## The decision

Suppose a calculation is to tell whether a CdTe layer absorbs visible light. With PBE the answer is an absorber of all visible light and part of the near infrared; with BHandHLYP it is a material that visible light passes through. The atoms are in the same places in both runs. Whoever picks the functional has therefore largely picked the answer, and should know what drives it.

GPAW 26.7.0, Kohn-Sham DFT with PAW data sets and plane waves: zinc-blende CdTe (2-atom cell, same fixed geometry in every row), 4 × 4 × 4 k mesh, Fermi-Dirac smearing of 0.05 eV, no spin polarisation or spin-orbit coupling. Gaps are differences between Kohn-Sham levels at the points of the k mesh.

| functional | potentials | wave cutoff | gap on mesh (eV) | direct gap on mesh (eV) |
| --- | --- | --- | --- | --- |
| LDA | GPAW-PAW-data-sets-(gpaw-data 1.2.1),-other-valence | 500 eV | 0.607 | 0.607 |
| PBE | GPAW-PAW-data-sets-(gpaw-data-1.2.1) | 600 eV | 0.860 | 0.860 |
| B3LYP | GPAW-PAW-data-sets-(gpaw-data-1.2.1) | 450 eV | 1.978 | 1.978 |
| BHandHLYP | GPAW-PAW-data-sets-(gpaw-data-1.2.1) | 450 eV | 3.939 | 3.939 |
| PBE0 | GPAW-PAW-data-sets-(gpaw-data-1.2.1) | 450 eV | 2.386 | 2.386 |

The columns "gap on mesh" and "direct gap on mesh" agree in every row: the highest filled and the lowest empty level lie at the same point, Γ, the centre of the Brillouin zone. The whole table is thus about one pair of levels and how far each functional pushes them apart.

## What orders the rows

PBE is semilocal: what each point contributes to its exchange-correlation energy depends only on the electron density and its gradient there. The three functionals after it in the table are hybrids, which replace a part of the semilocal exchange by exact exchange, computed from the orbitals themselves. By their standard definitions the share is 20 % in B3LYP, 25 % in PBE0 and 50 % in BHandHLYP.

The gaps stand in the same order as the shares. From PBE0 to BHandHLYP the share doubles, and so does the rise of the gap over PBE, from 1.53 to 3.08 eV.

## Why exact exchange opens a gap

An electron does not repel itself, and it keeps away from other electrons of the same spin. Exact exchange accounts for both, and the benefit goes mainly to filled levels. In a crystal the filled band as a whole carries this protection. An empty level has no such place in the crowd: an electron put there meets the repulsion of all the others and gains only from its overlap with the filled orbitals.

A semilocal potential can't make this distinction. It is one landscape for filled and empty levels alike, and it treats them differently only because they sit in different regions of the crystal.

The LDA run makes the contrast visible, because it was followed by a G0W0 calculation, which evaluates exchange level by level. Exact exchange binds the filled edge 8.55 eV more strongly than the empty one. The LDA exchange-correlation potential favours the filled edge by only 2.57 eV. Replacing the one by the other would open the gap by the difference, 5.97 eV.

The Cd 4d levels fit the same picture. They are filled and far more compact than the valence edge, so a semilocal potential leaves more false self-repulsion in them, and exact exchange should pull them down further. They do sink away from that edge as the share grows: the upper 4d level at Γ lies 8.1 eV below it in PBE and 10.9 eV in BHandHLYP.

## PBE0 worked in full

If a hybrid takes only a share of the exact exchange, it should open the gap by the same share of 5.97 eV. This supposes that the orbitals stay as they are, that the semilocal correlation potential acts nearly equally on both edges, and that the opening found from LDA also holds for a start from PBE. For PBE0, starting from the PBE gap:

0.860 eV + 0.25 × 5.973 eV = 2.353 eV

The computed gap is 2.386 eV. No hybrid gap went into the estimate, and it comes within 0.1 eV of the computed gap for each of the three hybrids. The rule to keep for this crystal is that ten percentage points of exact exchange add about 0.6 eV.

The agreement supports the mechanism, but not the last digits. Exact exchange reaches far through a crystal and needs a fine k mesh, while the mesh here is coarse. The 5.97 eV and the hybrid gaps come from equally coarse meshes, so they may share an error that their comparison would not reveal. The 5.97 eV also comes from a run with other potentials, and the hybrids use a lower wave cutoff than PBE; neither effect was tested.

## B3LYP: less than its share

B3LYP has four fifths of the exact exchange of PBE0, but reaches only 73 % of its rise over PBE. The share alone does not explain this. At X, a point on the zone boundary, the direct gap of B3LYP rises by 1.29 eV against 1.52 eV in PBE0, which is 85 % and thus more than four fifths.

So the deviation changes sign from one pair of levels to another. The likely source is the semilocal remainder of B3LYP, which is built differently from that of PBE0 and weighs the regions of the crystal differently. BHandHLYP offers a check, because its semilocal part is built from nearly the same ingredients as that of B3LYP. If the gap grows in a straight line with the share, these two runs point back to a gap without exact exchange that lies 0.19 eV below PBE at Γ, but 0.05 eV above it at X. That fits a remainder which narrows the gap at Γ and not at X. A run with BLYP, the parent functional without exact exchange, would test it directly.

## LDA: a row with two differences

The LDA gap lies 0.25 eV below that of PBE. Neither has exact exchange, so the mechanism above gives no reason for a large step between them. The LDA run, however, also uses other atomic potentials, which treat 28 electrons explicitly instead of 18, and another wave cutoff. How much of the 0.25 eV belongs to the functional can't be read from these rows.

## Why more exchange is not simply better

In a real crystal the other electrons respond to a charge and weaken its interactions at a distance. This is screening. Bare exchange lacks it, which is why full exact exchange would open the gap far too much.

G0W0 includes screening explicitly. Its correlation part takes back 4.80 of the 5.97 eV. Of the remaining 1.17 eV about four fifths survive, because the correction itself depends on the energy of the level. The gap ends 0.94 eV above LDA, at 1.54 eV. The run carries a warning that its optical matrix elements are incomplete. These enter the long-range part of the screening, so the correlation part and the G0W0 gap are approximate.

The net opening is thus 0.94/5.97, or about 16 %, of what bare exchange would give. A hybrid imitates this reduction with a fixed number that knows nothing of the crystal. In CdTe, whose electrons respond readily, 25 % is already generous and 50 % is far too much: PBE0 lies 0.84 eV above the G0W0 gap and BHandHLYP 2.40 eV. A single G0W0 step on LDA levels tends to give gaps that are too small, so the true excess is probably smaller, but this is not expected to rescue a share of 50 %. In a crystal that screens less, a larger share would be in place.

## What this means for the choice

The G0W0 gap looks close to the measured one, which is roughly 1.5 eV as a recalled value. That closeness should not settle the matter. Spin-orbit coupling is left out of every row; it lifts the valence edge, which comes mainly from tellurium, and would lower the gaps by roughly 0.3 eV. The cell is also slightly smaller than the measured one, which widens the gap, and the coarse mesh adds an error of unknown size.

For the absorber question, the exchange share therefore has to be justified by the screening of the material, not by the name of the functional. A hybrid gap should be compared with a measured edge only after spin-orbit coupling has been added, the cell brought to its measured size and the k mesh refined. The output below gives the estimate for each hybrid and the rises at X and L, another boundary point.

Output of the analysis:

```
PBE gap less LDA gap, potentials differ too (eV): 0.253
PBE0 gap less B3LYP gap (eV): 0.408
Rise over PBE, B3LYP relative to PBE0 (ratio): 0.7326
Rise over PBE, BHandHLYP relative to PBE0 (ratio): 2.018
Bare exchange, empty edge less filled edge (eV): 8.546
LDA exchange-correlation potential, empty edge less filled edge (eV): 2.573
Opening if bare exchange replaced the LDA potential fully (eV): 5.973
Change of the gap by the G0W0 correlation part (eV): -4.799
G0W0 gap less LDA gap (eV): 0.9363
Gap and estimate from the exchange share:
        row  exact exchange (%)  rise over PBE (eV)  estimated gap (eV)  estimate less computed (eV)  gap less G0W0 gap (eV)
        LDA                   0                 n/a                 n/a                          n/a                 -0.9363
        PBE                   0                   0                0.86                            0                 -0.6833
      B3LYP                  20               1.118               2.055                       0.0766                  0.4347
  BHandHLYP                  50               3.079               3.847                      -0.0925                   2.396
       PBE0                  25               1.526               2.353                     -0.03275                  0.8427
Rise of the direct gap over PBE at other points:
        row  at X (eV)  at L (eV)
        PBE          0          0
      B3LYP       1.29      1.213
  BHandHLYP       3.15        3.2
       PBE0      1.519      1.581
Cd 4d levels at Gamma:
        row  triplet below valence edge (eV)  doublet below valence edge (eV)  doublet less triplet (eV)
        PBE                            8.387                            8.101                     0.2853
      B3LYP                            9.568                            9.281                     0.2867
  BHandHLYP                            11.18                            10.89                      0.297
       PBE0                            9.757                            9.466                     0.2917
```
